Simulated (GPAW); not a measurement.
Crystal: HfN.

```
Hf N
1.0
     0.00000    2.45482    2.45482
     2.45482    0.00000    2.45482
     2.45482    2.45482    0.00000
Hf N
1 1
Direct
  0.00000 0.00000 0.00000
  0.25000 0.25000 0.25000
```

The cell comes from a database or a generator and needn't be the stable form of this composition.

Base run:

- Program: GPAW 26.7.0
- Functional: PBEsol
- Potentials or basis: PAW data sets generated in the run's folder for this functional
- Cutoff: 800 eV
- Basis: pw
- k mesh: 9 × 9 × 9
- Occupations: fermi-dirac, width 0.05 eV
- Spin: no spin polarisation

Its results: pressure -4.2 GPa.

The run is repeated on the same cell with these changes: functional from PBEsol to LDA; potentials or basis from PAW data sets generated in the run's folder for this functional to the program's PAW data sets (release 1.2.1) made for this functional. What comes out?

Pressure -9.8 GPa.
